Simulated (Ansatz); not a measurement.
# A series in volume scale on Mo

Plane-wave DFT, scalar-relativistic PAW made under PBE with cores redone for the functional, no dispersion; the given relaxed cell is scaled uniformly, energy at zero smearing counts from the unscaled cell, pressure at the given Fermi-Dirac smearing is positive in compression. The results are calculated, by Ansatz 0.2.0.

The cell before it is scaled or strained (space group P6/mmm, No. 191):
```
CELL_PARAMETERS angstrom
4.69070 0.00000 0.00000
-2.34530 4.06230 0.00000
0.00000 0.00000 2.57520
ATOMIC_POSITIONS crystal
Mo 0.00000 0.00000 0.00000
Mo 0.33333 0.66667 0.50000
Mo 0.66667 0.33333 0.50000
```

Settings of every row: spin polarised no; functional RPBE; wave cutoff 420 eV; smearing width 0.1 eV; k mesh 9x9x14.

Atom starting moment: 0 on all atoms.

Limits: all rows lie far from zero pressure; the cell comes from a prototype or a list of computed structures and needn't be the stable phase.

| row | volume scale | V (Å³/atom) | energy change per atom (meV) | pressure (GPa) |
| --- | --- | --- | --- | --- |
| 1 | 0.88 | 14.394 | 205.79 | 37.89 |
| 2 | 0.92 | 15.048 | ? | ? |
| 3 | 0.96 | 15.703 | 19.23 | 10.13 |
| 4 | 1.04 | 17.011 | 18.03 | -8.16 |
| 5 | 1.08 | 17.665 | 66.27 | -14.8 |
| 6 | 1.12 | 18.32 | 138.93 | -20.16 |

Question: what energy change per atom and pressure should row 2 give?

Worked fit of energy change per atom. Take u = (V_r/V)^(2/3) − 1 with V_r = 17.011 Å³ an atom, which is twice the finite (Eulerian) strain; such expansions in the strain, on which the Birch-Murnaghan equation of state is built, carry the rest volume and the bulk modulus. The shown rows have u = 0.1178, 0.05479, 0, -0.02484, -0.04822. Least squares give energy change per atom = 17.774 − 1324.052 × u + 24780.03 × u² meV; a straight line predicts inner rows, each left out in turn, worse (root mean square 82 against 0.65 meV). The rows lie off it by 0.12, -0.39, 0.26, 0.32, -0.31 (root mean square 0.29 meV). Its lowest point lies at u = 0.0267, or V = 16.35 Å³ an atom, and the curvature there gives the bulk modulus at fixed shape and fractions, B = (4/9)(1 + u)² E″(u)/V = 228 GPa. Letting shape and atoms relax would as a rule lower it, by much in layered, chain or molecular crystals. The withheld row has u = 0.08518, so the fit gives 17.774 − 1324.052 × (0.08518) + 24780.03 × (0.08518)² = 84.79 meV.

The calculation gave 84.3 meV. The fit lies 0.49 meV (0.26 % of the column's range) above it; its largest miss of a shown row is 0.39 meV.

Worked fit of pressure. Take u = (V_r/V)^(2/3) − 1 with V_r = 17.011 Å³ an atom, which is twice the finite (Eulerian) strain; such expansions in the strain, on which the Birch-Murnaghan equation of state is built, carry the rest volume and the bulk modulus. The shown rows have u = 0.1178, 0.05479, 0, -0.02484, -0.04822. Least squares give pressure = −8.219 + 288.537 × u + 871.66 × u² GPa; a straight line predicts inner rows, each left out in turn, worse (root mean square 2.9 against 0.13 GPa). The rows lie off it by 0.02, -0.08, 0.06, 0.05, -0.05 (root mean square 0.055 GPa). The pressure vanishes at u = 0.0264, or V = 16.36 Å³ an atom, and there the bulk modulus at fixed shape and fractions is B = −V dP/dV = (2/3)(1 + u) dP/du = 229 GPa. Letting shape and atoms relax would as a rule lower it, by much in layered, chain or molecular crystals. The withheld row has u = 0.08518, so the fit gives −8.219 + 288.537 × (0.08518) + 871.66 × (0.08518)² = 22.68 GPa.

The calculation gave 22.56 GPa. The fit lies 0.12 GPa (0.21 % of the column's range) above it; its largest miss of a shown row is 0.08 GPa.
